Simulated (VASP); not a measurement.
Write the native input for VASP 6.6.1 that does the following.

| Item | Value |
| --- | --- |
| Task | relaxation of cell and atoms |
| Functional | PBEsol |
| Potentials or basis | VASP PAW PBE potentials, release 64 (Te, Mo_sv) |
| Cutoff | 600 eV |
| k mesh | 4 × 8 × 2 |
| Occupations | gaussian, width 0.03 eV |
| Spin | no spin polarisation |
| Further INCAR settings | ALGO = Normal; EDIFF = 1e-06; IBRION = 2; EDIFFG = -0.01; NSW = 90; ISIF = 3 |

The structure of Te2Mo lies in POSCAR:

```
Te2Mo
1.0
    6.3300000000      0.0000000000      0.0000000000
    0.0000000000      3.4690000000      0.0000000000
   -0.9467947088      0.0000000000     13.8276237937
Te Mo
8 4
Direct
    0.5568000000      0.7500000000      0.3516000000
    0.4432000000      0.2500000000      0.6484000000
    0.5888000000      0.2500000000      0.1045000000
    0.4112000000      0.7500000000      0.8955000000
    0.0970000000      0.7500000000      0.1486000000
    0.9030000000      0.2500000000      0.8514000000
    0.0563000000      0.2500000000      0.3955000000
    0.9437000000      0.7500000000      0.6045000000
    0.3181000000      0.7500000000      0.5066000000
    0.6819000000      0.2500000000      0.4934000000
    0.1833000000      0.2500000000      0.0074000000
    0.8167000000      0.7500000000      0.9926000000
```

The input as run:

INCAR

```
  ALGO = Normal
  EDIFF = 1E-6
  EDIFFG = -0.01
  ENCUT = 600
  GGA = PS
  IBRION = 2
  ISIF = 3
  ISMEAR = 0
  KPAR = 4
  LASPH = True
  LCHARG = False
  LREAL = False
  LWAVE = False
  NELM = 80
  NSW = 90
  PREC = Accurate
  SIGMA = 0.03
```

KPOINTS

```
k-points
0
Gamma
  4 8 2
```

Potentials or basis: VASP PAW PBE potentials, release 64 (Te, Mo_sv).

Command:

```console
$ cat potpaw_PBE.64/Te/POTCAR potpaw_PBE.64/Mo_sv/POTCAR > POTCAR
$ mpirun -np 4 vasp_std > vasp.out
```

Results of the run:

The relaxed volume is 24.70 Å³/atom. The relaxed cell is a = 6.332 Å, b = 3.456 Å, c = 13.565 Å, α = 90.00°, β = 93.22°, γ = 90.00° and the space group after relaxing (to 0.05 Å) is P2_1/m (No. 11). The energy gained by relaxing is 2.8 meV/atom, the ionic steps are 36 and the pressure after relaxing is 0.0 GPa. The largest force after relaxing is 0.009 eV/Å and the band gap on the k mesh is none (metal or under the smearing width).

Caveat: the PAW data sets were made with another functional, which shifts forces and pressure a little.

Run time: 44 min on 4 MPI ranks on AMD EPYC 9R45 96-Core Processor (Zen 5), on a shared host, peak memory 0.79 GiB a rank.
